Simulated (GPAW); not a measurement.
## BaTe (Fm-3m): refractive index against wavelength

The refractive index of BaTe (Fm-3m) below the direct gap (1.73 eV on the mesh) is read from one computed spectrum, n = √(Re ε).

It takes space group Fm-3m (No. 225, cubic). The conventional cell has a = 6.820 Å, b = 6.820 Å, c = 6.820 Å, α = 90.00°, β = 90.00°, γ = 90.00°. Ba on site a is surrounded by 6 Te at 3.41 Å. Around Te on site b lie 6 Ba at 3.41 Å.

Method: GPAW 26.7.0, PBE, RPA, k-mesh 8×8×8, local fields up to 50 eV, Lorentzian half width 0.1 eV.

Launch of the response step: `OMP_NUM_THREADS=1 python df.py`. The run took 59 s, its band step included, on 1 thread of Intel(R) Xeon(R) 6975P-C (Granite Rapids) (shared host).

| wavelength (nm) | photon energy E (eV) | n |
| --- | --- | --- |
| 3000 | 0.413 | 2.4571 |
| 2000 | 0.620 | 2.4726 |
| 1550 | 0.800 | 2.4926 |
| 1310 | 0.946 | 2.5143 |
| 1064 | 1.165 | ? |

In the single-oscillator model n² − 1 = E₀E_d/(E₀² − E²), so 1/(n² − 1) = E₀/E_d − E²/(E₀E_d) is linear in E².

Working, on the rows shown:

| x = E² (eV²) | y = 1/(n² − 1) |
| --- | --- |
| 0.170801 | 0.198517 |
| 0.384302 | 0.195551 |
| 0.639837 | 0.191826 |
| 0.895757 | 0.18791 |

Means: x̄ = 0.52267, ȳ = 0.19345. Σ(x − x̄)(y − ȳ) = -0.004331, Σ(x − x̄)² = 0.2959. Slope = -0.004331 / 0.2959 = -0.01464; intercept = ȳ − slope · x̄ = 0.2011. Turned back into n, the line misses the rows shown by at most 0.00049.

**Question.** What does the fit predict for the withheld row, and how well does it do?

**Answer.** At x = 1.3578 the line gives y = 0.18123, that is 2.5530. The run gave 2.5592, so the extrapolation is off by 0.0062, 6 % of the range in the table. Beyond its data the fit drifts from the curve.

Refitted with all rows, the slope is -0.01544 and the intercept 0.20145. These give E₀ = √(intercept/−slope) = 3.61 eV and E_d = E₀/intercept = 17.9 eV; E₀ is 2.1 times the direct gap. The electronic limit at long wavelengths, without lattice vibrations, is n = √(1 + 1/intercept) = 2.442. The cell comes from an older database entry, whose edges can be off by a per cent or so. Excitons are left out; PBE gaps are as a rule too small. The values come from a sum over the points of one k-mesh and carry its error, which grows as the direct gap shrinks. Spin-orbit coupling is left out.
